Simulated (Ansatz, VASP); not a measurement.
One calculation of InAs, two programs

INCAR

```
SYSTEM = InAs
PREC = Accurate ; ENCUT = 520
EDIFF = 1E-7 ; ISMEAR = -1
SIGMA = 0.08 ; LREAL = .False.
LASPH = .True. ; NELM = 100
ALGO = Normal ; ISIF = 2
LWAVE = .False. ; LCHARG = .False.
GGA = PE ; NBANDS = 16
```

The input KPOINTS:

```
Automatic mesh
0
Gamma
  11 11 11
  0 0 0
```

The input POSCAR:

```
InAs
1.0
    0.0000000000      2.5344875686      2.5344875686
    2.5344875686      0.0000000000      2.5344875686
    2.5344875686      2.5344875686      0.0000000000
In As
1 1
Direct
    0.0000000000      0.0000000000      0.0000000000
    0.2500000000      0.2500000000      0.2500000000
```

Input for Ansatz:

```yaml
crystal:
  lattice:
    - [0.0, 2.5344875686, 2.5344875686]
    - [2.5344875686, 0.0, 2.5344875686]
    - [2.5344875686, 2.5344875686, 0.0]
  atoms:
    - { symbol: In, position: [0.0, 0.0, 0.0] }
    - { symbol: As, position: [0.25, 0.25, 0.25] }
kpoints:
  mp_grid: { grid: [11, 11, 11] }
  band_path:
    path:
      - [0.0, 0.0, 0.0]
      - [-0.5, -0.5, 0.0]
      - [-0.375, -0.375, 0.25]
      - [-0.375, 0.0, 0.375]
      - [0.0, 0.0, 0.0]
      - [0.0, 0.0, 0.5]
      - [-0.5, -0.25, 0.25]
      - [-0.5, -0.5, 0.0]
    npoints: 8
scf:
  occupations: { method: fermi_dirac, width: 0.08 }
hamiltonian:
  xc: pbe
  pseudopotentials: { kind: all_electron, lapw: { basis_error: 0.001 } }
output:
  forces: true
  stress: true
  eigenvalues: true
  populations: true
  dos: { projected: true, de: 0.2, e_range: [-14, 8] }
```

Change from the starting cell: volume scaled by 0.55, LAPW.

Alike in both runs: task single point; functional PBE; k mesh 11 × 11 × 11; occupations fermi-dirac, width 0.08 eV; no spin polarisation.

|  | VASP | Ansatz |
| --- | --- | --- |
| version | VASP 6.6.1 | Ansatz 0.2.0 |
| potentials or method | VASP PAW PBE potentials, release 64 (In_d, As) | all-electron LAPW, scalar-relativistic |
| plane-wave cutoff (eV) | 520 | see its input |

|  | VASP | Ansatz | Ansatz less VASP |
| --- | --- | --- | --- |
| pressure (GPa) | 115.9 | 115.3 | -0.57 |

Ansatz ran all-electron here, so the differences hold the error of VASP's frozen core and of both bases.

Caveats: the cell as given lies far from equilibrium; so large a pressure means that the cell lies far from this level's equilibrium, or that cutoff or potentials fall short (VASP); spin-orbit coupling is left out, which moves the levels of the heavy elements; an odd mesh through Γ misses points on the zone boundary, where band edges often lie.
